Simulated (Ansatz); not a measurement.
## Property card for PbS

Method: DFT PBE+D3(BJ), scalar-relativistic, plane waves, PAW in Ansatz 0.2.0.

Settings: cutoff 420 eV, Γ-centred mesh 8×8×6 on the computed 4-atom cell, Gaussian smearing of 0.02 eV; no spin polarisation.

The structure is relaxed at this level of theory with its symmetry kept. This form isn't the usual stable structure of the compound.

```cif
data_structure
_symmetry_space_group_name_H-M 'P 1'
_symmetry_Int_Tables_number 1
_cell_length_a 6.1696
_cell_length_b 6.1696
_cell_length_c 4.2684
_cell_angle_alpha 90.000
_cell_angle_beta 90.000
_cell_angle_gamma 141.079
_cell_volume 102.07
loop_
_atom_site_label
_atom_site_type_symbol
_atom_site_fract_x
_atom_site_fract_y
_atom_site_fract_z
_atom_site_occupancy
Pb1 Pb 0.87305 0.12695 0.75000 1
Pb2 Pb 0.12695 0.87305 0.25000 1
S1 S 0.64059 0.35941 0.75000 1
S2 S 0.35941 0.64059 0.25000 1
```

```json
{"Space group": "Cmcm (No. 63)", "Volume per atom": "25.52 Å³", "Kohn–Sham band gap": "1.06 eV", "Löwdin character of the top 1 eV of the valence band": "S 3p 74 %, Pb 6s 13 %, Pb 6p 10 %", "Löwdin character of the lowest 1 eV of the conduction band": "Pb 6p 69 %, S 3p 12 %, S 3s 10 %", "Bader charges (e)": "Pb (2 in the cell) 0.96, S (2 in the cell) -0.96"}
```

Spin-orbit coupling is left out, which matters for the bands of heavy elements.

Cost: 1 run of about 1.1 core-minutes, on Arm Neoverse V2 (shared hosts).